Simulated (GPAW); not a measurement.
# Mg (P6/mmm) in GPAW: reference runs

Aim: a first look at Mg with PBE, on the cell as given and on a disturbed one.

All numbers are computed with GPAW 26.7.0; they aren't measurements. Logs are shortened: lines on timing, memory, paths and dates and some standing lists are left out, and cuts for length are marked. The log counts tension as positive stress, the text compression.

## 1. The structure

Symmetry: P6/mmm, No. 191, hexagonal system. Conventional cell: a = 3.050 Å, b = 3.050 Å, c = 3.045 Å, α = 90.00°, β = 90.00°, γ = 120.00°. Around Mg (site symmetry 6/mmm) lie 8 Mg at 3.04 to 3.05 Å.

This isn't the form of Mg at room conditions, which is hcp.

## 2. Single point, PBE

Input file run.py:

```python
from ase import Atoms
from ase.dft.bandgap import bandgap
from ase.io import write
from ase.units import GPa
from gpaw import GPAW, PW

atoms = Atoms(['Mg'],
              cell=[[3.0502998005, 0.0, 0.0],
                    [-1.5251499003, 2.6416371164, 0.0],
                    [0.0, 0.0, 3.04483757]],
              scaled_positions=[[0.0, 0.0, 0.0]],
              pbc=True)

calc = GPAW(mode=PW(800),
            xc='PBE',
            kpts={'size': (10, 10, 9), 'gamma': True},
            occupations={'name': 'fermi-dirac', 'width': 0.05},
            nbands=12,
            convergence={'density': 1e-05, 'energy': 1e-05},
            maxiter=150,
            txt='gpaw.txt')
atoms.calc = calc
energy = atoms.get_potential_energy()
forces = atoms.get_forces()
stress = atoms.get_stress()
calc.write('gs.gpw')
write('result.traj', atoms)
print(f'Energy: {energy:.6f} eV')
print('Forces (eV/A):')
print(forces.round(4))
print('Stress (GPa):', (stress / GPa).round(3))
print('Fermi level:', round(calc.get_fermi_level(), 4), 'eV')
print(f'Gap: {bandgap(calc)[0]:.4f} eV, direct: {bandgap(calc, direct=True)[0]:.4f} eV')
```

Potentials or basis: GPAW PAW data sets (gpaw-data 1.2.1), pw.

On the command line:

```console
$ OMP_NUM_THREADS=1 python run.py
```

gpaw.txt:

```text
__  _  _
 | _ |_)|_||  |
 |__||  | ||/\| - 26.7.0

Input parameters:
  mode=PW(ecut=800.0),
  convergence={'density': 1e-05, 'energy': 1e-05},
  kpts=MonkhorstPack(size=(10, 10, 9), gamma=True),
  maxiter=150,
  nbands=12,
  occupations=Occupations(name='fermi-dirac', width=0.05),
  xc=XC(name='PBE')

Diagonalizing LCAO Hamiltonian
Converting LCAO to pw mode

       Mg

Atoms  # Å, Bohr magnetons
|   | symbol |        x |        y |        z |    initial magnetic moments |
|---|--------|----------|----------|----------|-----------------------------|
| 0 |     Mg | 0.000000 | 0.000000 | 0.000000 | ( 0.0000,  0.0000,  0.0000) |

Unit cell  # Å
| periodic |         x |        y |        z |  lengths |     angles |
|----------|-----------|----------|----------|----------|------------|
|      yes |  3.050300 | 0.000000 | 0.000000 | 3.050300 |  90.000000 |
|      yes | -1.525150 | 2.641637 | 0.000000 | 3.050300 |  90.000000 |
|      yes |  0.000000 | 0.000000 | 3.044838 | 3.044838 | 120.000000 |

Number of symmetries: 24
Symmetry operations  # r_c * U_cc + t_c -> r_c
|    | kind |            matrix            |
|----|------|------------------------------|
|  0 |  σ   |  1, 1, 0,  0,-1, 0,  0, 0, 1 |
|  1 |  C2  |  1, 1, 0,  0,-1, 0,  0, 0,-1 |
|  2 |  C6  |  1, 1, 0, -1, 0, 0,  0, 0, 1 |
|  3 |  S6  |  1, 1, 0, -1, 0, 0,  0, 0,-1 |
|  4 |  E   |  1, 0, 0,  0, 1, 0,  0, 0, 1 |
|  5 |  σ   |  1, 0, 0,  0, 1, 0,  0, 0,-1 |
|  6 |  σ   |  1, 0, 0, -1,-1, 0,  0, 0, 1 |
|  7 |  C2  |  1, 0, 0, -1,-1, 0,  0, 0,-1 |
|  8 |  σ   |  0, 1, 0,  1, 0, 0,  0, 0, 1 |
|  9 |  C2  |  0, 1, 0,  1, 0, 0,  0, 0,-1 |
| 10 |  C3  |  0, 1, 0, -1,-1, 0,  0, 0, 1 |
| 11 |  S3  |  0, 1, 0, -1,-1, 0,  0, 0,-1 |
| 12 |  C6  |  0,-1, 0,  1, 1, 0,  0, 0, 1 |
| 13 |  S6  |  0,-1, 0,  1, 1, 0,  0, 0,-1 |
| 14 |  σ   |  0,-1, 0, -1, 0, 0,  0, 0, 1 |
| 15 |  C2  |  0,-1, 0, -1, 0, 0,  0, 0,-1 |
| 16 |  σ   | -1, 0, 0,  1, 1, 0,  0, 0, 1 |
| 17 |  C2  | -1, 0, 0,  1, 1, 0,  0, 0,-1 |
| 18 |  C2  | -1, 0, 0,  0,-1, 0,  0, 0, 1 |
| 19 |  i   | -1, 0, 0,  0,-1, 0,  0, 0,-1 |
| 20 |  C3  | -1,-1, 0,  1, 0, 0,  0, 0, 1 |
| 21 |  S3  | -1,-1, 0,  1, 0, 0,  0, 0,-1 |
| 22 |  σ   | -1,-1, 0,  0, 1, 0,  0, 0, 1 |
| 23 |  C2  | -1,-1, 0,  0, 1, 0,  0, 0,-1 |

BZ-sampling:
  Number of BZ points: 900
  Number of IBZ points: 70

  Monkhorst-Pack size: [10, 10, 9]
  Monkhorst-Pack shift: [0.05, 0.05, 0.0]

K-points  # in reciprocal-cell coordinates
|     |                                coordinates |     weight |
|-----|--------------------------------------------|------------|
|   0 | (  0.00000000,   0.00000000,   0.00000000) | 0.00111111 |
|   1 | (  0.00000000,   0.00000000,   0.11111111) | 0.00222222 |
|   2 | (  0.00000000,   0.00000000,   0.22222222) | 0.00222222 |
|   3 | (  0.00000000,   0.00000000,   0.33333333) | 0.00222222 |
|   4 | (  0.00000000,   0.00000000,   0.44444444) | 0.00222222 |
|   5 | (  0.10000000,   0.00000000,   0.00000000) | 0.00666667 |
|   6 | (  0.10000000,   0.00000000,   0.11111111) | 0.01333333 |
|   7 | (  0.10000000,   0.00000000,   0.22222222) | 0.01333333 |
|   8 | (  0.10000000,   0.00000000,   0.33333333) | 0.01333333 |
|   9 | (  0.10000000,   0.00000000,   0.44444444) | 0.01333333 |
| ... |                                            |            |
|  69 | (  0.50000000,   0.50000000,   0.44444444) | 0.00666667 |

Plane wave coefficients: 1273
Cutoff: 800.0 eV

Spin-components: 1 (collinear spins)
Bands:           12
Projectors:      5
Spin-degeneracy: 2
Datatype:        complex128

Parallelization:
  kpt:    1
  domain: 1
  band:   1

Density:
  Valence electrons: 10.0
  Components: 1
  Grid points: [20 20 20]
  Charge: 0.0  # |e|

Potential:
  Grid points: [20 20 20]

species:
  Mg:
    name:    Magnesium
    Z:       12.0
    valence: 10
    core:    2
    charge:  0.0  # [|e|]
    compensation charges:
      type: gauss
      rc: 0.33  # [Å]
      lmax: 2
    cutoffs:
      filter: 1.86  # [Å]
      core: 0.54  # [Å]
    projectors
    | kind |    occ | energy [eV] | rcut [Å] |
    |------|--------|-------------|----------|
    |   2s |  2.000 |     -79.840 |    1.090 |
    |   3s |  2.000 |      -4.705 |    1.090 |
    |   2p |  6.000 |     -46.613 |    1.085 |
    |   3p |  0.000 |      -1.330 |    1.085 |
    |    d |        |       0.000 |    1.037 |

    Using partial waves for Mg as LCAO basis

Reference energy: -5449.644889  # eV

eigensolver:
  PPCG
  Converge bands: occupied
  niter=2

density mixing:
  MSR1-Mixer
  Pratt-step length: 0.05
  Maximum mixing coefficient: 0.75
  Old densities: 10
  SVD Regularization: 0.005
  Good broyden scale: 1.0
  Trust region scale: 1.0
  Backstep threshold: 4.0
  History deletion threshold: 6.0
  Fourier metric: weight=20.0, sigma=0.015

occupation numbers:
  Fermi-Dirac:
    width: 0.0500  # eV

poisson solver:
  ecut: 6400.0  # eV

xc functional:
  name: PBE with 2 nearest neighbor stencil

convergence criteria:
- Maximum integral of absolute [dens]ity change: 1e-05 electrons / valence electron
- Maximum [total energy] change in last 3 cyles: 1e-05 eV / valence electron
- Maximum integral of absolute [eigenst]ate change: 4e-08 eV^2 / valence electron
maximum number of iterations: 150

SCF iterations
|iter     | |      energy | eigst |  dens |
|---------|-|-------------|-------|-------|
|iter:   1| |   -1.399171 | +0.07 |       |
|iter:   2| |   -1.399272 | -2.09 | -1.57 |
|iter:   3| |   -1.395689 | -2.49 | -1.60 |
|iter:   4| |   -1.396465 | -3.17 | -2.12 |
|iter:   5| |   -1.396491 | -5.04 | -3.09 |
|iter:   6| |   -1.396494c| -6.07 | -3.84 |
|iter:   7| |   -1.396494c| -6.53 | -4.32 |
|iter:   8| |   -1.396494c| -8.77c| -5.66c|

Converged in 8 steps
Energy contributions relative to reference atoms: (reference = -5449.644889)

Energy contributions:
  Kinetic:          -1.368569
  Coulomb:           2.566770
  Zero:             -0.022209
  External:          0.000000
  Xc:               -2.571236
  Entropy:          -0.002498
  Spinorbit:         0.000000
  ----------------------------
  Free energy:      -1.397743
  Extrapolated:     -1.396494

dipole moment: (-2.199672, -3.809944, -4.391467)  # |e|*Ang

Fermi level: 3.092
Eigenvalues  # (at kpt = [0.000, 0.000, 0.000])
| band index |      eig [eV] | occ [0-2] |
|------------|---------------|-----------|
|          0 |       -73.085 |     2.000 |
|          1 |       -39.867 |     2.000 |
|          2 |       -39.836 |     2.000 |
|          3 |       -39.836 |     2.000 |
|          4 |        -3.509 |     2.000 |
|          5 |        11.141 |     0.000 |
|          6 |        11.871 |     0.000 |
|          7 |        15.704 |     0.000 |
|          8 |        15.704 |     0.000 |
|          9 |        16.808 |     0.000 |
|         10 |        16.808 |     0.000 |
|         11 |        18.031 |     0.000 |

No gap
No difference between direct/indirect transitions

Forces  # eV/Ang
|        x |       y |       z |
|----------|---------|---------|
| -0.00000 | 0.00000 | 0.00000 |  # Mg   0

Stress tensor  # eV/Ang^3
|         x |         y |         z |
|-----------|-----------|-----------|
| -0.009591 | -0.000000 |  0.000000 |
| -0.000000 | -0.009591 |  0.000000 |
|  0.000000 |  0.000000 | -0.002322 |

# Writing to gs.gpw (mode='')
```

Wall time 11 s (1 thread of Arm Neoverse V1, shared host); peak memory 0.15 GiB.

Results:

```
Free energy            : -1.3977 eV
Pressure               : 1.1 GPa
Band gap on the k mesh : none (metal or under the smearing width)
```

Stress tensor (GPa, compression positive):
```
1.54 0.00 0.00
0.00 1.54 0.00
0.00 0.00 0.37
```

Levels at points of the mesh, in eV from the Fermi level:
| k point | band 2 | band 3 | band 4 | band 5 | band 6 | band 7 | band 8 |
| --- | --- | --- | --- | --- | --- | --- | --- |
| (0.00, 0.00, 0.00) | -42.96 | -42.93 | -42.93 | -6.60 | 8.05 | 8.78 | 12.61 |
| (0.50, 0.50, 0.00) | -42.97 | -42.95 | -42.94 | -1.53 | -1.11 | 8.29 | 8.66 |

## 3. Single point, PBE (cell strained at random at fixed volume)

run.py: that of step 2 with these lines changed.

```diff
@@ -1,4 +1,3 @@
-from ase import Atoms
 from ase.dft.bandgap import bandgap
-from ase.io import write
+from ase.io import read, write
 from ase.units import GPa
@@ -6,8 +5,3 @@
 
-atoms = Atoms(['Mg'],
-              cell=[[3.0502998005, 0.0, 0.0],
-                    [-1.5251499003, 2.6416371164, 0.0],
-                    [0.0, 0.0, 3.04483757]],
-              scaled_positions=[[0.0, 0.0, 0.0]],
-              pbc=True)
+atoms = read('Mg.xyz')
```

Input file Mg.xyz:

```xyz
1
Lattice="2.9514100000 0.0078520000 0.0350120000 -1.4689050000 2.7073930000 -0.0248790000 0.0349490000 -0.0084980000 3.0664410000" Properties=species:S:1:pos:R:3 pbc="T T T"
Mg     0.0539717357     -0.0414488770      0.0398553320
```

Potentials or basis: GPAW PAW data sets (gpaw-data 1.2.1), pw.

On the command line:

```console
$ OMP_NUM_THREADS=1 python run.py
```

gpaw.txt:

```text
__  _  _
 | _ |_)|_||  |
 |__||  | ||/\| - 26.7.0

Input parameters:
  mode=PW(ecut=800.0),
  convergence={'density': 1e-05, 'energy': 1e-05},
  kpts=MonkhorstPack(size=(10, 10, 9), gamma=True),
  maxiter=150,
  nbands=12,
  occupations=Occupations(name='fermi-dirac', width=0.05),
  xc=XC(name='PBE')

Diagonalizing LCAO Hamiltonian
Converting LCAO to pw mode

       Mg

Atoms  # Å, Bohr magnetons
|   | symbol |        x |         y |        z |    initial magnetic moments |
|---|--------|----------|-----------|----------|-----------------------------|
| 0 |     Mg | 0.053972 | -0.041449 | 0.039855 | ( 0.0000,  0.0000,  0.0000) |

Unit cell  # Å
| periodic |         x |         y |         z |  lengths |     angles |
|----------|-----------|-----------|-----------|----------|------------|
|      yes |  2.951410 |  0.007852 |  0.035012 | 2.951628 |  90.913706 |
|      yes | -1.468905 |  2.707393 | -0.024879 | 3.080305 |  88.667789 |
|      yes |  0.034949 | -0.008498 |  3.066441 | 3.066652 | 118.332815 |

Number of symmetries: 1
Symmetry operations  # r_c * U_cc + t_c -> r_c
|   | kind |            matrix            |
|---|------|------------------------------|
| 0 |  E   |  1, 0, 0,  0, 1, 0,  0, 0, 1 |

BZ-sampling:
  Number of BZ points: 900
  Number of IBZ points: 452

  Monkhorst-Pack size: [10, 10, 9]
  Monkhorst-Pack shift: [0.05, 0.05, 0.0]

[... 75 lines left out ...]
  Old densities: 10
  SVD Regularization: 0.005
  Good broyden scale: 1.0
  Trust region scale: 1.0
  Backstep threshold: 4.0
  History deletion threshold: 6.0
  Fourier metric: weight=20.0, sigma=0.015

occupation numbers:
  Fermi-Dirac:
    width: 0.0500  # eV

poisson solver:
  ecut: 6400.0  # eV

xc functional:
  name: PBE with 2 nearest neighbor stencil

convergence criteria:
- Maximum integral of absolute [dens]ity change: 1e-05 electrons / valence electron
- Maximum [total energy] change in last 3 cyles: 1e-05 eV / valence electron
- Maximum integral of absolute [eigenst]ate change: 4e-08 eV^2 / valence electron
maximum number of iterations: 150

SCF iterations
|iter     | |      energy | eigst |  dens |
|---------|-|-------------|-------|-------|
|iter:   1| |   -1.390214 | +0.05 |       |
|iter:   2| |   -1.390372 | -2.08 | -1.57 |
|iter:   3| |   -1.387163 | -2.49 | -1.60 |
|iter:   4| |   -1.387970 | -3.15 | -2.12 |
|iter:   5| |   -1.387996 | -5.06 | -3.10 |
|iter:   6| |   -1.387998c| -6.04 | -3.84 |
|iter:   7| |   -1.387998c| -6.55 | -4.32 |
|iter:   8| |   -1.387998c| -8.68c| -5.58c|

Converged in 8 steps
Energy contributions relative to reference atoms: (reference = -5449.644889)

Energy contributions:
  Kinetic:          -1.273634
  Coulomb:           2.494231
  Zero:             -0.022238
  External:          0.000000
  Xc:               -2.584806
  Entropy:          -0.003103
  Spinorbit:         0.000000
  ----------------------------
  Free energy:      -1.389550
  Extrapolated:     -1.387998

dipole moment: (-6.210094, 3.736176, -4.322236)  # |e|*Ang

Fermi level: 3.113
Eigenvalues  # (at kpt = [0.000, 0.000, 0.000])
| band index |      eig [eV] | occ [0-2] |
|------------|---------------|-----------|
|          0 |       -73.082 |     2.000 |
|          1 |       -39.864 |     2.000 |
|          2 |       -39.834 |     2.000 |
|          3 |       -39.829 |     2.000 |
|          4 |        -3.511 |     2.000 |
|          5 |        11.010 |     0.000 |
|          6 |        11.647 |     0.000 |
|          7 |        15.053 |     0.000 |
|          8 |        16.008 |     0.000 |
|          9 |        16.606 |     0.000 |
|         10 |        17.588 |     0.000 |
|         11 |        18.620 |     0.000 |

No gap
No difference between direct/indirect transitions

Forces  # eV/Ang
|        x |        y |        z |
|----------|----------|----------|
| -0.00000 | -0.00000 | -0.00000 |  # Mg   0

Stress tensor  # eV/Ang^3
|         x |         y |         z |
|-----------|-----------|-----------|
| -0.022470 |  0.000657 | -0.000406 |
|  0.000657 | -0.003997 |  0.000216 |
| -0.000406 |  0.000216 |  0.001361 |

# Writing to gs.gpw (mode='')
```

Run time: 90 s. Hardware: 1 thread of Arm Neoverse V1, shared host; peak memory 0.33 GiB.

Results:

```yaml
Free_energy: -1.3895 eV
Pressure: 1.3 GPa
Band_gap_on_the_k_mesh: none (metal or under the smearing width)
```

Levels at points of the mesh, in eV from the Fermi level:
```csv
k point,band 2,band 3,band 4,band 5,band 6,band 7,band 8
"(0.00, 0.00, 0.00)",-42.98,-42.95,-42.94,-6.62,7.90,8.53,11.94
"(0.00, 0.50, 0.00)",-42.98,-42.97,-42.95,-1.74,-1.49,8.90,9.76
"(0.50, 0.00, 0.00)",-42.99,-42.97,-42.96,-1.44,-0.90,8.10,8.37
"(0.50, 0.50, 0.00)",-42.99,-42.97,-42.96,-1.40,-0.84,8.01,8.22
```
